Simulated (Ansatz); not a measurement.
# SrO (P6_3/mmc) in Ansatz: reference runs

Reference runs on SrO: the cell as given and a disturbed copy.

Program: Ansatz 0.2.0. These are calculated values, not measurements. Logs are shortened: lines on timing, memory, paths and dates and some standing lists are left out, and cuts for length are marked.

## 1. Starting point

The structure is hexagonal, space group P6_3/mmc (No. 194). Conventional cell: a = 3.553 Å, b = 3.553 Å, c = 6.217 Å, α = 90.00°, β = 90.00°, γ = 120.00°. Around Sr (site symmetry -6m2) lie 6 O at 2.57 Å. O (site symmetry -3m) is surrounded by 6 Sr at 2.57 Å.

Measurements of this composition are mostly on another form, of space group No. 225.

## 2. Single point, PBE

The input, input.yaml:

```yaml
crystal:
  lattice:
    - [3.5532880902, 0.0, 0.0]
    - [-1.7766440451, 3.0772377531, 0.0]
    - [0.0, 0.0, 6.21730398]
  atoms:
    - { symbol: Sr, position: [0.6666666667, 0.3333333333, 0.75] }
    - { symbol: Sr, position: [0.3333333333, 0.6666666667, 0.25] }
    - { symbol: O, position: [0.0, 0.0, 0.5] }
    - { symbol: O, position: [0.0, 0.0, 0.0] }
hamiltonian:
  xc: pbe
  pseudopotentials: { kind: paw }
kpoints:
  mp_grid: { grid: [9, 9, 5] }
scf:
  occupations: { method: fermi_dirac, width: 0.05 }
output:
  forces: true
  stress: true
  eigenvalues: true
  write_density: true
  write_potential: true
  elf: true
  volumetric_format: npy
```

Potentials or basis: Ansatz PAW.

Started as:

```console
$ ansatz run input.yaml --threads 2 --pin off --max-ram 5120MiB --backend cpu --events-out ev --progress --plain --runs-dir out
```

Output:

```text
Warning: RAYON_NUM_THREADS=2 ignored (pool sized by the plan → 2); use --threads N
Engine: ansatz 0.2.0, aarch64-unknown-linux-gnu
Pseudopotentials: kind: paw
Pseudopotential: Sr, paw, valence charge 10, recommended cutoff 420 eV (normal), Sr.paw.azcp
Pseudopotential: O, paw, valence charge 6, recommended cutoff 420 eV (normal), O.paw.azcp
Functional definition: PBE
  parameter kappa = 0.804
  parameter beta = 0.06672455060314922
  exchange = pbe_x(kappa = kappa, mu = beta*pi^2/3)
  correlation = pbe_c(beta = beta)
Crystal: 4 atoms, lattice volume = 67.982 Å³
Basis set: ecut = 420 eV, 1299 PW (Γ), exchange–correlation on 48×48×90 points (8 copies of the dense FFT grid, shifted against one another)
Bands: 20, of which v1, the nominal top of the filled ones, is band 16 counted from 1 (15 counted from 0)
Symmetry: 24 space group operations
Space group: P63/mmc (ITA 194), of the structure as read, at distance tolerance 4.1e-5 Å
k-points: 36 of 405
Non-local potential: Sr, projectors of the file, l = 0: 3, l = 1: 2, l = 2: 2
Non-local potential: O, projectors of the file, l = 0: 2, l = 1: 2, l = 2: 1
PAW form: soft (Blöchl's): semilocal exchange-correlation on the pseudo side does not see the compensation charge
PAW one-centre angular grid: Sr, 110 points (default); XC on 64 Gauss nodes
PAW one-centre angular grid: O, 110 points (default); XC on 64 Gauss nodes
Initial density: superposition of atomic densities (neutral atoms: chi_scale 0, normalization atom), corrected by the library's trained network
Initial wavefunctions: pseudopotential atomic-orbital guess
Functional: x = pbe(κ = 0.804, μ = 0.2195149727645171), c = pbe(β = 0.06672455060314922)
SCF iter   1: F=—  HF=-8228.890377 eV  |F-HF|=—  |Δ(HF+E_count)|=         —  Δρ=1.86e-3  dr2=2.03e-3  ethr=1.77e-3  ⟨swp⟩=9.1  Hψ=4822  notcnv=0
preconditioner: auto → Resta (q_TF=auto, 2.406 Å⁻¹)  ε∞=3.6  [insulator: Δε(μ)=3.090 eV  Ē_g=14.669 eV  σ=0.050 eV  W_gap=1.00  n_scr=22 (ndim 8)  ℏωp=23.8 eV  f_vac=0.005  D(μ)=0.00/eV (n_scr^D=0)  ε∞_Penn≈3.6]
SCF iter   2: F=—  HF=-8228.891563 eV  |F-HF|=—  |Δ(HF+E_count)|=   1.19e-3  Δρ=1.19e-3  dr2=6.42e-4  ethr=6.34e-6  ⟨swp⟩=2.8  Hψ=1746  notcnv=0
SCF iter   3: F=—  HF=-8228.891548 eV  |F-HF|=—  |Δ(HF+E_count)|=   1.47e-5  Δρ=4.72e-4  dr2=6.59e-5  ethr=2.01e-6  ⟨swp⟩=2.0  Hψ=936  notcnv=0
SCF iter   4: F=—  HF=-8228.891731 eV  |F-HF|=—  |Δ(HF+E_count)|=   1.84e-4  Δρ=1.73e-4  dr2=2.02e-5  ethr=2.06e-7  ⟨swp⟩=2.0  Hψ=1224  notcnv=0
SCF iter   5: F=—  HF=-8228.891729 eV  |F-HF|=—  |Δ(HF+E_count)|=   2.80e-6  Δρ=5.53e-5  dr2=2.14e-6  ethr=6.30e-8  ⟨swp⟩=2.0  Hψ=905  notcnv=0
SCF iter   6: F=-8228.891729 eV  HF=-8228.891729 eV  |F-HF|=7.76e-9  |Δ(HF+E_count)|=   7.09e-8  Δρ=4.22e-6  dr2=9.21e-9  ethr=3.13e-10  ⟨swp⟩=9.6  Hψ=6154  notcnv=0
SCF 1 converged in 6 iterations: F = -8228.891729 eV  dr2 = 9.21e-9
SCF converged after 6 iterations
Free energy (F): -8228.891729 eV
Harris-Foulkes:  -8228.891729 eV  (|F-HF|=7.76e-9)
Internal energy: -8228.891729 eV  (E = F + TS)
E sigma→0 (E₀):  -8228.891729 eV
Fermi energy:    10.026792 eV
--- Per-component energies (eV) ---
  E_band       = -114.281822
  E_kinetic    = 845.758142
  E_local      = -1734.814727  (includes V_loc(G=0)·N_el)
  E_nonlocal   = 500.016057
  E_hartree    = 472.398526
  E_xc         = -498.742693
  E_vxc        = -518.373923  (∫ρ·V_xc dr)
  E_paw        = -5704.629677  (= ΣΔE_a)
  E_vpaw       = -151.669388  (= ΣTr[D̂ρ^β])
  E_aug_tail   = 0.004846  (compensation charges beyond the density's cutoff)
  E_ewald      = -2108.882202
  E_smearing   = -0.000000  (= −TS)
  E_closure    = 0.000000  (closes the sum)
  Σ components = -8228.891729   (vs F -8228.891729, Δ=0.00e0)
--- Forces (eV/Å), atoms counted from 1 ---
  atom   1  Sr    -0.00000000     0.00000000     0.00000000
  atom   2  Sr    -0.00000000    -0.00000000     0.00000000
  atom   3  O     -0.00000000     0.00000000     0.00000000
  atom   4  O     -0.00000000     0.00000000    -0.00000000
  max |Σ_I F_I| component: 1.39e-17 eV/Å
--- Stress (GPa, compression-positive) ---
        1.520705       0.000000       0.000000
        0.000000       1.520705       0.000000
        0.000000       0.000000       1.301553
  P = ⅓ Tr σ = 1.4477 GPa (14.477 kbar)
--- Band table (eV; the first three rows and the last of 36) ---
  k-point 0: bands = ["-24.4235", "-24.3156", "-8.5712", "-7.0440", "-6.0956", "-6.0956", "-6.0677", "-6.0430", "-6.0430", "-4.6069", "5.7810", "7.4749", "7.4749", "7.7103", "7.7103", "8.4897", "11.5733", "13.5044", "13.6476", "14.6993"]
  k-point 1: bands = ["-24.4133", "-24.3260", "-8.4738", "-7.3178", "-6.0905", "-6.0905", "-6.0480", "-6.0480", "-5.8042", "-4.7023", "5.9717", "7.4883", "7.4883", "7.6779", "7.6779", "8.0926", "11.9557", "13.5111", "13.8057", "14.8813"]
  k-point 2: bands = ["-24.3866", "-24.3533", "-8.1963", "-7.7827", "-6.0773", "-6.0773", "-6.0611", "-6.0611", "-5.3625", "-4.9699", "6.5092", "7.2866", "7.5320", "7.5320", "7.6037", "7.6037", "12.7782", "13.3980", "14.1705", "14.9443"]
  k-point 35: bands = ["-24.2427", "-24.2427", "-8.1588", "-7.7842", "-6.8261", "-6.8261", "-6.1982", "-6.1982", "-5.6254", "-5.2003", "6.3930", "6.3930", "7.2384", "7.5239", "7.7696", "7.7696", "13.4889", "13.4889", "15.3376", "15.3376"]
```

Run time: 1.5 s. Hardware: 2 threads of Arm Neoverse V2, shared host; peak memory 0.33 GiB.

Results:

```
Free energy            : -8228.8917 eV
Pressure               : 1.4 GPa
Band gap on the k mesh : 3.08 eV, direct
```

Caveat: odd divisions of the mesh miss points on the zone boundary, where band edges often lie, so the gap on the mesh can be too wide; the pressure holds a Pulay correction of +0.4 GPa for the finite cutoff.

## 3. Single point, PBE (atoms moved at random, drawn with an rms of 0.05 Å)

The input, input.yaml:

```yaml
crystal:
  lattice:
    - [3.5532880902, 0.0, 0.0]
    - [-1.7766440451, 3.0772377531, 0.0]
    - [0.0, 0.0, 6.21730398]
  atoms:
    - { symbol: Sr, position: [0.668875, 0.339011, 0.743366] }
    - { symbol: Sr, position: [0.333632, 0.660998, 0.257982] }
    - { symbol: O, position: [0.004847, 0.015418, 0.504864] }
    - { symbol: O, position: [0.010347, 0.000871, -0.003953] }
hamiltonian:
  xc: pbe
  pseudopotentials: { kind: paw }
kpoints:
  mp_grid: { grid: [9, 9, 5] }
scf:
  occupations: { method: fermi_dirac, width: 0.05 }
output:
  forces: true
  stress: true
  eigenvalues: true
```

Potentials or basis: Ansatz PAW.

Started as:

```console
$ ansatz run input.yaml --threads 2 --pin off --max-ram 5120MiB --backend cpu --events-out ev --progress --plain --runs-dir out
```

Output:

```text
Warning: RAYON_NUM_THREADS=2 ignored (pool sized by the plan → 2); use --threads N
Engine: ansatz 0.2.0, aarch64-unknown-linux-gnu
Pseudopotentials: kind: paw
Pseudopotential: Sr, paw, valence charge 10, recommended cutoff 420 eV (normal), Sr.paw.azcp
Pseudopotential: O, paw, valence charge 6, recommended cutoff 420 eV (normal), O.paw.azcp
Functional definition: PBE
  parameter kappa = 0.804
  parameter beta = 0.06672455060314922
  exchange = pbe_x(kappa = kappa, mu = beta*pi^2/3)
  correlation = pbe_c(beta = beta)
Crystal: 4 atoms, lattice volume = 67.982 Å³
Basis set: ecut = 420 eV, 1299 PW (Γ), exchange–correlation on 48×48×90 points (8 copies of the dense FFT grid, shifted against one another)
Bands: 20, of which v1, the nominal top of the filled ones, is band 16 counted from 1 (15 counted from 0)
Symmetry: 1 space group operations
Space group: P1 (ITA 1), of the structure as read, at distance tolerance 4.1e-5 Å
k-points: 203 of 405 (time reversal used)
Non-local potential: Sr, projectors of the file, l = 0: 3, l = 1: 2, l = 2: 2
Non-local potential: O, projectors of the file, l = 0: 2, l = 1: 2, l = 2: 1
PAW form: soft (Blöchl's): semilocal exchange-correlation on the pseudo side does not see the compensation charge
PAW one-centre angular grid: Sr, 110 points (default); XC on 64 Gauss nodes
PAW one-centre angular grid: O, 110 points (default); XC on 64 Gauss nodes
Initial density: superposition of atomic densities (neutral atoms: chi_scale 0, normalization atom), corrected by the library's trained network
Initial wavefunctions: pseudopotential atomic-orbital guess
Functional: x = pbe(κ = 0.804, μ = 0.2195149727645171), c = pbe(β = 0.06672455060314922)
SCF iter   1: F=—  HF=-8228.839136 eV  |F-HF|=—  |Δ(HF+E_count)|=         —  Δρ=1.92e-3  dr2=2.28e-3  ethr=1.77e-3  ⟨swp⟩=9.3  Hψ=27579  notcnv=0
preconditioner: auto → Resta (q_TF=auto, 2.406 Å⁻¹)  ε∞=3.6  [insulator: Δε(μ)=3.065 eV  Ē_g=14.659 eV  σ=0.050 eV  W_gap=1.00  n_scr=22 (ndim 8)  ℏωp=23.8 eV  f_vac=0.004  D(μ)=0.00/eV (n_scr^D=0)  ε∞_Penn≈3.6]
SCF iter   2: F=—  HF=-8228.839739 eV  |F-HF|=—  |Δ(HF+E_count)|=   6.03e-4  Δρ=1.22e-3  dr2=6.76e-4  ethr=7.11e-6  ⟨swp⟩=2.5  Hψ=9484  notcnv=0
SCF iter   3: F=—  HF=-8228.839734 eV  |F-HF|=—  |Δ(HF+E_count)|=   4.86e-6  Δρ=4.88e-4  dr2=9.33e-5  ethr=2.11e-6  ⟨swp⟩=2.0  Hψ=5278  notcnv=0
SCF iter   4: F=—  HF=-8228.839896 eV  |F-HF|=—  |Δ(HF+E_count)|=   1.62e-4  Δρ=1.67e-4  dr2=1.68e-5  ethr=2.91e-7  ⟨swp⟩=2.0  Hψ=6902  notcnv=0
SCF iter   5: F=—  HF=-8228.839894 eV  |F-HF|=—  |Δ(HF+E_count)|=   2.07e-6  Δρ=7.35e-5  dr2=3.26e-6  ethr=5.24e-8  ⟨swp⟩=2.0  Hψ=5058  notcnv=0
SCF iter   6: F=—  HF=-8228.839894 eV  |F-HF|=—  |Δ(HF+E_count)|=   2.26e-7  Δρ=4.74e-5  dr2=1.35e-6  ethr=1.02e-8  ⟨swp⟩=2.6  Hψ=6332  notcnv=0
SCF iter   7: F=-8228.839894 eV  HF=-8228.839894 eV  |F-HF|=9.54e-9  |Δ(HF+E_count)|=   1.38e-7  Δρ=5.70e-6  dr2=2.05e-8  ethr=3.13e-10  ⟨swp⟩=4.7  Hψ=21110  notcnv=0
SCF 1 converged in 7 iterations: F = -8228.839894 eV  dr2 = 2.05e-8
SCF converged after 7 iterations
Free energy (F): -8228.839894 eV
Harris-Foulkes:  -8228.839894 eV  (|F-HF|=9.54e-9)
Internal energy: -8228.839894 eV  (E = F + TS)
E sigma→0 (E₀):  -8228.839894 eV
Fermi energy:    10.023043 eV
--- Per-component energies (eV) ---
  E_band       = -114.452920
  E_kinetic    = 845.886297
  E_local      = -1738.146278  (includes V_loc(G=0)·N_el)
  E_nonlocal   = 500.037860
  E_hartree    = 473.926382
  E_xc         = -498.770425
  E_vxc        = -518.411661  (∫ρ·V_xc dr)
  E_paw        = -5704.637348  (= ΣΔE_a)
  E_vpaw       = -151.676907  (= ΣTr[D̂ρ^β])
  E_aug_tail   = 0.004840  (compensation charges beyond the density's cutoff)
  E_ewald      = -2107.141222
  E_smearing   = -0.000000  (= −TS)
  E_closure    = -0.000000  (closes the sum)
  Σ components = -8228.839894   (vs F -8228.839894, Δ=0.00e0)
--- Forces (eV/Å), atoms counted from 1 ---
  atom   1  Sr     0.03979060     0.02100300     0.81654217
  atom   2  Sr    -0.00947444     0.15308884    -0.79844254
  atom   3  O      0.02350834    -0.15004471    -0.35069261
  atom   4  O     -0.05382383    -0.02403313     0.33259519
  max |Σ_I F_I| component: 1.40e-5 eV/Å
--- Stress (GPa, compression-positive) ---
        1.835418       0.010042      -0.029770
        0.010042       1.774996      -0.094699
       -0.029770      -0.094699       1.401008
  P = ⅓ Tr σ = 1.6705 GPa (16.705 kbar)
--- Band table (eV; the first three rows and the last of 203) ---
  k-point 0: bands = ["-24.5073", "-24.2484", "-8.6165", "-7.0183", "-6.2091", "-6.1847", "-6.0799", "-5.9631", "-5.9554", "-4.5993", "5.7576", "7.2654", "7.2680", "7.8944", "7.9243", "8.4998", "11.5610", "13.4018", "13.7470", "14.6526"]
  k-point 1: bands = ["-24.5035", "-24.2525", "-8.5274", "-7.2842", "-6.2078", "-6.1862", "-5.9642", "-5.9572", "-5.8161", "-4.6912", "5.9436", "7.2623", "7.2694", "7.8786", "7.9025", "8.1086", "11.9425", "13.4397", "13.8734", "14.8271"]
  k-point 2: bands = ["-24.4971", "-24.2594", "-8.3044", "-7.6942", "-6.2058", "-6.1853", "-5.9659", "-5.9583", "-5.3978", "-4.9356", "6.4464", "7.2499", "7.2697", "7.3459", "7.8531", "7.8705", "12.7471", "13.3868", "14.1895", "14.9393"]
  k-point 202: bands = ["-24.3942", "-24.1545", "-8.4000", "-7.6368", "-6.7072", "-6.4878", "-6.2622", "-6.1901", "-5.6567", "-5.1376", "6.2778", "6.8663", "7.0458", "7.2867", "7.8792", "8.0062", "12.0985", "13.8246", "14.8405", "15.7630"]
```

Wall time 11 s (2 threads of Arm Neoverse V2, shared host); peak memory 0.52 GiB.

What came out:

* Free energy: -8228.8399 eV
* Pressure: 1.7 GPa
* Largest force: 0.818 eV/Å
* Band gap on the k mesh: 3.06 eV, direct

Forces in eV/Å, atoms in the order of the input:
```
Sr   0.040  0.021  0.817
Sr  -0.009  0.153 -0.798
O    0.024 -0.150 -0.351
O   -0.054 -0.024  0.333
```

Stress tensor (GPa, compression positive):
```
 1.84  0.01 -0.03
 0.01  1.77 -0.09
-0.03 -0.09  1.40
```

Caveat: odd divisions of the mesh miss points on the zone boundary, where band edges often lie, so the gap on the mesh can be too wide; the pressure holds a Pulay correction of +0.4 GPa for the finite cutoff. A k mesh can miss the band edges.
